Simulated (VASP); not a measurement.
# CoO (P3m1) in VASP: further runs

Runs on CoO. Level: PBE. Tasks: single point.

Program: VASP 6.6.1. These are calculated values, not measurements. Logs are shortened: lines on timing, memory, paths and dates and some standing lists are left out, and cuts for length are marked.

### Step 1. Starting point

Symmetry: P6_3mc, No. 186, hexagonal system. The conventional cell has a = 3.198 Å, b = 3.198 Å, c = 5.229 Å, α = 90.00°, β = 90.00°, γ = 120.00°. Co (site symmetry 3m) is surrounded by 4 O at 1.93 to 1.97 Å. O (site symmetry 3m) is surrounded by 4 Co at 1.93 to 1.97 Å.

Measurements of this composition are mostly on another form, of space group No. 225.

### Step 2. Single point, PBE, collinear spin, ferromagnetic start

Input file INCAR:

```
ADDGRID = F ; ALGO = Normal
EDIFF = 1E-6 ; ENCUT = 450
GGA = PE ; ISIF = 2
ISMEAR = 0 ; ISPIN = 2
LASPH = T ; LCHARG = F
LMAXMIX = 4 ; LORBIT = 11
LREAL = F ; LWAVE = F
MAGMOM = 2 2 0 0 ; NELM = 100
PREC = Accurate ; SIGMA = 0.05
```

Input file KPOINTS:

```
k-points
0
Gamma
  7 7 4
```

Input file POSCAR:

```
CoO
1.0
    3.1976457435      0.0000000000      0.0000000000
   -1.5988228718      2.7692424462      0.0000000000
    0.0000000000      0.0000000000      5.2287097100
Co O
2 2
Direct
    0.3333333333      0.6666666667      0.5033624100
    0.0000000000      0.0000000000      0.0034741400
    0.3333333333      0.6666666667      0.8715556000
    0.0000000000      0.0000000000      0.3716088500
```

Potentials or basis: VASP PAW PBE potentials, release 64 (Co, O).

Run with:

```bash
cat potpaw_PBE.64/Co/POTCAR potpaw_PBE.64/O/POTCAR > POTCAR
mpirun -np 1 vasp_std > vasp.out
```

OUTCAR:

```text
EDIFF = 1E-6
   ENCUT = 450
   GGA = PE
   ISIF = 2
   ISMEAR = 0
   ISPIN = 2
   LASPH = T
   LORBIT = 11
   LREAL = F
   NELM = 100
   PREC = Accurate

 Found     28 irreducible k-points:

 Following reciprocal coordinates:
            Coordinates               Weight
  0.000000  0.000000  0.000000      1.000000
  0.142857  0.000000  0.000000      6.000000
  0.285714  0.000000  0.000000      6.000000
  0.428571  0.000000  0.000000      6.000000
  0.142857  0.142857  0.000000      6.000000
  0.285714  0.142857  0.000000     12.000000
   k-points           NKPTS =     28   k-points in BZ     NKDIM =     28   number of bands    NBANDS=     21
   number of dos      NEDOS =    301   number of ions     NIONS =      4
   total plane-waves  NPLWV =  20736
   dimension x,y,z NGX =    24 NGY =   24 NGZ =   36
   dimension x,y,z NGXF=    48 NGYF=   48 NGZF=   72
   ions per type =               2   2
   NGX,Y,Z   is equivalent  to a cutoff of  12.48, 12.48, 11.45 a.u.
   NGXF,Y,Z  is equivalent  to a cutoff of  24.96, 24.96, 22.89 a.u.
 SYSTEM =  unknown system
   PREC   = accura    normal or accurate (medium, high low for compatibility)
   ISTART =      0    job   : 0-new  1-cont  2-samecut
   ICHARG =      2    charge: 1-file 2-atom 10-const
   ISPIN  =      2    spin polarized calculation?
   LNONCOLLINEAR =      F non collinear calculations
   LSORBIT =      F    spin-orbit coupling
   LASPH  =      T    aspherical Exc in radial PAW
   ENCUT  =  450.0 eV  33.07 Ry    5.75 a.u.   5.53  5.53  9.04*2*pi/ulx,y,z
   NELM   =    100;   NELMIN=  2; NELMDL= -5     # of ELM steps
   EDIFF  = 0.1E-05   stopping-criterion for ELM
   LREAL  =      F    real-space projection
   EDIFFG = 0.1E-04   stopping-criterion for IOM
   NSW    =      0    number of steps for IOM
   IBRION =     -1    ionic relax: 0-MD 1-quasi-New 2-CG
   NFREE  =      0    steps in history (QN), initial steepest desc. (CG)
   ISIF   =      2    stress and relaxation
   ISYM   =      2    0-nonsym 1-usesym 2-fastsym
   POTIM  = 0.5000    time-step for ionic-motion
   TEBEG  =    0.0;   TEEND  =   0.0 temperature during run
   PSTRESS=    0.0 pullay stress
   NELECT =      30.0000    total number of electrons
   NUPDOWN=      -1.0000    fix difference up-down
   EMIN   =  10.00;   EMAX   =-10.00  energy-range for DOS
   EFERMI =   0.00;   METHOD = LEGACY
   ISMEAR =     0;   SIGMA  =   0.05  broadening in eV -4-tet -1-fermi 0-gaus
   EFERMI_NEDOS =   21; number of points for ismear=-14 and -15
   IALGO  =     38    algorithm
   IMIX   =      4    mixing-type and parameters
     AMIX     =   0.40;   BMIX     =  1.00
     AMIX_MAG =   1.60;   BMIX_MAG =  1.00
  volume/ion in A,a.u.               =      11.58        78.11
  Fermi-wavevector in a.u.,A,eV,Ry     =   1.416620  2.677023 27.304329  2.006812
  Thomas-Fermi vector in A             =   2.537935
   LORBIT       =     11    0 simple, 1 ext, 2 COOP (PROOUT), +10 PAW based schemes
   GGA     = PE    functional components
   LHFCALC =     F    Hartree Fock is set to
   AEXX    =    0.0000 exact exchange contribution
   IVDW    =     0    specifies the selected vdW correction
   LEPSILON=     F    determine dielectric tensor
   LRPA    =     F    only Hartree local field effects (RPA)
 spin polarized calculation
 Gauss-broadening in eV      SIGMA  =   0.05
  energy-cutoff  :      450.00
  volume of cell :       46.30
 maximum number of plane-waves:      1038
 NGX is ok and might be reduce to    24
   NGX = 11   NGY = 11   NGZ = 19

 number of electron      30.0000009 magnetization       5.9175036

 Free energy of the ion-electron system (eV)
  ---------------------------------------------------
  ext. energy  EPLUGINS =         0.00000000
  ---------------------------------------------------
  free energy    TOTEN  =       -26.62553620 eV

  energy without entropy =      -26.62348590  energy(sigma->0) =      -26.62451105

 E-fermi :   6.0453     XC(G=0): -11.1095

 val. band max:        6.0240494547   @ k =   0.0000   0.0000   0.2500
 cond. band min:       6.0729263112   @ k =   0.1429   0.0000   0.0000
 fundamental gap:      0.0488768565
 Fermi energy:         6.0453052973

 spin component 1

 k-point     1 :       0.0000    0.0000    0.0000
  band No.  band energies     occupation
      1     -13.9632      1.00000
      2     -13.3312      1.00000
      3      -0.9961      1.00000
      4      -0.2204      1.00000
      5      -0.0596      1.00000
      6      -0.0596      1.00000
[... 118 lines left out ...]
      5       0.0408      1.00000
      6       0.1614      1.00000
[... 13 lines left out ...]
     20      13.0682      0.00000
     21      14.1477      0.00000

 [... further k-points ...]

 spin component 2

 k-point     1 :       0.0000    0.0000    0.0000
  band No.  band energies     occupation
      1     -13.3973      1.00000
      2     -12.7323      1.00000
      3      -0.4509      1.00000
      4       1.0976      1.00000
      5       1.2465      1.00000
      6       1.2465      1.00000
[... 118 lines left out ...]
      5       0.7083      1.00000
      6       1.1912      1.00000
[... 13 lines left out ...]
     20      14.1725      0.00000
     21      14.9401      0.00000

 [... further k-points ...]

------------------------ aborting loop because EDIFF is reached ----------------------------------------

  FORCE on cell =-STRESS in cart. coord.  units (eV):
  Direction    XX          YY          ZZ          XY          YZ          ZX
  --------------------------------------------------------------------------------------
  -------------------------------------------------------------------------------------
  Total       -0.1182778     -0.1182778      0.8302251      0.0000000      0.0000000      0.0000000
  in kB       -4.0928692     -4.0928692     28.7290043      0.0000000      0.0000000      0.0000000
  external PRESSURE =       6.8477553 kB  Pullay stress =       0.0000000 kB

 VOLUME and BASIS-vectors are now :
 -----------------------------------------------------------------------------
  energy-cutoff  :      450.00
  volume of cell :       46.30
      direct lattice vectors                 reciprocal lattice vectors
     3.197645743  0.000000000  0.000000000     0.312730077  0.180554794  0.000000000
    -1.598822872  2.769242446  0.000000000     0.000000000  0.361109588  0.000000000
     0.000000000  0.000000000  5.228709710     0.000000000  0.000000000  0.191251773

 POSITION                                       TOTAL-FORCE (eV/Angst)
 -----------------------------------------------------------------------------------
     -0.00000      1.84616      2.63194         0.000000      0.000000     -0.299350
      0.00000      0.00000      0.01817        -0.000000      0.000000     -0.306206
     -0.00000      1.84616      4.55711         0.000000     -0.000000      0.303521
      0.00000      0.00000      1.94303         0.000000     -0.000000      0.302035
 -----------------------------------------------------------------------------------
    total drift:                               -0.000000     -0.000001     -0.001969

  FREE ENERGIE OF THE ION-ELECTRON SYSTEM (eV)
  ---------------------------------------------------
  free  energy   TOTEN  =       -26.6255362028 eV

  energy  without entropy=      -26.6234859044  energy(sigma->0) =      -26.62451105

 total charge

# of ion       s       p       d       tot
------------------------------------------
    1        0.349   0.435   7.188   7.972
    2        0.349   0.435   7.188   7.971
    3        1.560   3.451   0.000   5.012
    4        1.560   3.452   0.000   5.012
--------------------------------------------------
tot          3.818   7.773  14.376  25.967

 magnetization (x)

# of ion       s       p       d       tot
------------------------------------------
    1        0.016   0.060   2.442   2.519
    2        0.016   0.060   2.442   2.518
    3        0.022   0.298   0.000   0.320
    4        0.022   0.297   0.000   0.319
--------------------------------------------------
tot          0.077   0.715   4.884   5.676
```

OSZICAR:

```text
N       E                     dE             d eps       ncg     rms          rms(c)
DAV:   1     0.243297828838E+03    0.24330E+03   -0.13184E+04  2352   0.151E+03
DAV:   2    -0.935899069775E+00   -0.24423E+03   -0.22528E+03  2457   0.348E+02
DAV:   3    -0.310951050729E+02   -0.30159E+02   -0.28800E+02  2720   0.140E+02
[... 11 lines left out ...]
DAV:  15    -0.266254887951E+02   -0.99876E-04   -0.22558E-04  2932   0.170E-01    0.815E-02
DAV:  16    -0.266255209456E+02   -0.32150E-04   -0.96191E-05  3767   0.120E-01    0.350E-02
DAV:  17    -0.266255327142E+02   -0.11769E-04   -0.35102E-05  3331   0.681E-02    0.174E-02
DAV:  18    -0.266255352441E+02   -0.25299E-05   -0.65492E-06  2168   0.273E-02    0.104E-02
DAV:  19    -0.266255362028E+02   -0.95865E-06   -0.34057E-06  1631   0.221E-02
   1 F= -.26625536E+02 E0= -.26624511E+02  d E =-.205030E-02  mag=     5.9182
```

Run time: 64 s. Hardware: 1 thread of Intel Xeon Platinum 8375C at 2.90GHz (Ice Lake), shared host; peak memory 0.18 GiB.

These settings aren't checked as converged: the numbers below hold their error.

What came out:

```
Free energy                                           : -26.6255 eV
Largest force                                         : 0.306 eV/Å
Band gap on the k mesh                                : none (metal or under the smearing width)
Net moment                                            : 5.92 μB per cell
Site moments                                          : Co +2.52; O +0.32 μB
Valence electrons inside the program's atomic spheres : Co 7.97; O 5.01
```

Caveat: the cutoff is under 1.25 times the usual one of these potentials, so pressure, stress and relaxed cells hold a basis-set (Pulay) error; semilocal functionals often make such compounds metallic where correlation or magnetic order opens a gap, which also shifts bond lengths.

### Step 3. Single point, PBE, collinear spin, ferromagnetic start

Edit INCAR of step 2 so:

```diff
@@ -3,3 +3,3 @@
 GGA = PE ; ISIF = 2
-ISMEAR = 0 ; ISPIN = 2
+ISMEAR = -5 ; ISPIN = 2
 LASPH = T ; LCHARG = F
```

KPOINTS is that of step 2.

POSCAR is that of step 2.

Potentials or basis: VASP PAW PBE potentials, release 64 (Co, O).

Run with:

```bash
cat potpaw_PBE.64/Co/POTCAR potpaw_PBE.64/O/POTCAR > POTCAR
mpirun -np 1 vasp_std > vasp.out
```

OUTCAR:

```text
EDIFF = 1E-6
   ENCUT = 450
   GGA = PE
   ISIF = 2
   ISMEAR = -5
   ISPIN = 2
   LASPH = T
   LORBIT = 11
   LREAL = F
   NELM = 100
   PREC = Accurate

 Found     28 irreducible k-points:

 Following reciprocal coordinates:
            Coordinates               Weight
  0.000000  0.000000  0.000000      1.000000
[... 387 lines left out ...]
 -----------------------------------------------------------------------------
  energy-cutoff  :      450.00
  volume of cell :       46.30
      direct lattice vectors                 reciprocal lattice vectors
     3.197645743  0.000000000  0.000000000     0.312730077  0.180554794  0.000000000
    -1.598822872  2.769242446  0.000000000     0.000000000  0.361109588  0.000000000
     0.000000000  0.000000000  5.228709710     0.000000000  0.000000000  0.191251773

 POSITION                                       TOTAL-FORCE (eV/Angst)
 -----------------------------------------------------------------------------------
     -0.00000      1.84616      2.63194        -0.000000      0.000000     -0.289600
      0.00000      0.00000      0.01817         0.000000      0.000000     -0.296861
     -0.00000      1.84616      4.55711        -0.000000      0.000000      0.293861
      0.00000      0.00000      1.94303         0.000000     -0.000000      0.292599
 -----------------------------------------------------------------------------------
    total drift:                               -0.000000     -0.000001     -0.001940

  FREE ENERGIE OF THE ION-ELECTRON SYSTEM (eV)
  ---------------------------------------------------
  free  energy   TOTEN  =       -26.6242091045 eV

  energy  without entropy=      -26.6242091045  energy(sigma->0) =      -26.62420910

 total charge

# of ion       s       p       d       tot
------------------------------------------
    1        0.349   0.435   7.186   7.970
    2        0.349   0.435   7.186   7.970
    3        1.560   3.453   0.000   5.013
    4        1.560   3.454   0.000   5.013
--------------------------------------------------
tot          3.818   7.778  14.371  25.967

 magnetization (x)

# of ion       s       p       d       tot
------------------------------------------
    1        0.016   0.061   2.463   2.540
    2        0.016   0.061   2.463   2.540
    3        0.022   0.305   0.000   0.327
    4        0.022   0.304   0.000   0.327
--------------------------------------------------
tot          0.077   0.731   4.926   5.733
```

OSZICAR:

```text
N       E                     dE             d eps       ncg     rms          rms(c)
DAV:   1     0.243291667627E+03    0.24329E+03   -0.13184E+04  2352   0.151E+03
DAV:   2    -0.937729349429E+00   -0.24423E+03   -0.22490E+03  2457   0.348E+02
[... 13 lines left out ...]
DAV:  16    -0.266242446760E+02    0.15666E-04   -0.18168E-04  3498   0.178E-01    0.237E-02
DAV:  17    -0.266242272389E+02    0.17437E-04   -0.21719E-05  2996   0.428E-02    0.140E-02
DAV:  18    -0.266242195256E+02    0.77133E-05   -0.14349E-06  1722   0.186E-02    0.730E-03
DAV:  19    -0.266242129616E+02    0.65640E-05   -0.12052E-06  1519   0.129E-02    0.289E-03
DAV:  20    -0.266242096375E+02    0.33242E-05   -0.92878E-07  1501   0.754E-03    0.159E-03
DAV:  21    -0.266242091045E+02    0.53295E-06   -0.19600E-07  1401   0.559E-03
   1 F= -.26624209E+02 E0= -.26624209E+02  d E =0.000000E+00  mag=     5.9798
```

Run time: 64 s. Hardware: 1 thread of Intel Xeon Platinum 8375C at 2.90GHz (Ice Lake), shared host; peak memory 0.19 GiB.

These settings aren't checked as converged: the numbers below hold their error.

Results:

| Item | Value |
| --- | --- |
| Free energy | -26.6242 eV |
| Largest force | 0.297 eV/Å |
| Band gap on the k mesh | none (metal or under the smearing width) |
| Net moment | 5.98 μB per cell |
| Site moments | Co +2.54; O +0.33 μB |
| Valence electrons inside the program's atomic spheres | Co 7.97; O 5.01 |

Caveat: the cutoff is under 1.25 times the usual one of these potentials, so pressure, stress and relaxed cells hold a basis-set (Pulay) error; semilocal functionals often make such compounds metallic where correlation or magnetic order opens a gap, which also shifts bond lengths; tetrahedron occupations give inexact forces and stress in metals.

### Step 4. For comparison

An earlier run on the cell as given: functional PBE; potentials or basis VASP PAW PBE potentials, release 64 (Co, O); cutoff 520 eV; k mesh 10 × 10 × 5; occupations fermi-dirac, width 0.05 eV; collinear spin, ferromagnetic start; starting moments [2.0, 2.0, 0.0, 0.0] μB.

* Pressure: 1.4 GPa
* Largest force: 0.310 eV/Å
* Band gap on the k mesh: none (metal or under the smearing width)
* Net moment: 5.85 μB per cell
* Site moments: Co +2.50; O +0.31 μB
* Valence electrons inside the program's atomic spheres: Co 7.97; O 5.00
